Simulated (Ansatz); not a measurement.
Crystal: BP.

```
CELL_PARAMETERS angstrom
0.00000 2.26900 2.26900
2.26900 0.00000 2.26900
2.26900 2.26900 0.00000
ATOMIC_POSITIONS crystal
P 0.75000 0.75000 0.75000
B 0.00000 0.00000 0.00000
```

Base run:

- Program: Ansatz 0.2.0
- Functional: r2SCAN
- Potentials or basis: Ansatz PAW
- Cutoff: 500 eV (not typed: the program's choice for these potentials)
- k mesh: 10 × 10 × 10
- Occupations: fermi-dirac, width 0.05 eV
- Spin: no spin polarisation

Its results: band gap on the k mesh 1.42 eV, indirect (least direct gap 3.60 eV); pressure -0.2 GPa.

Q: After a change of settings the same cell gave: band gap on the k mesh 1.51 eV, indirect (least direct gap 3.55 eV); pressure 6.0 GPa. Which change was it?
A. functional from r2SCAN to LDA; cutoff from 500 eV (not typed: the program's choice for these potentials) to 420 eV (not typed: the program's choice for these potentials)
B. functional from r2SCAN to revPBE; cutoff from 500 eV (not typed: the program's choice for these potentials) to 420 eV (not typed: the program's choice for these potentials)
C. functional from r2SCAN to PBEsol; cutoff from 500 eV (not typed: the program's choice for these potentials) to 420 eV (not typed: the program's choice for these potentials)
D. functional from r2SCAN to BLYP; cutoff from 500 eV (not typed: the program's choice for these potentials) to 420 eV (not typed: the program's choice for these potentials)

A: D.

Caveats: the PAW data sets come from PBE, with cores solved anew for the run's functional, which leaves a small shift of forces and pressure.

Runs at the PBE level aren't shown here.
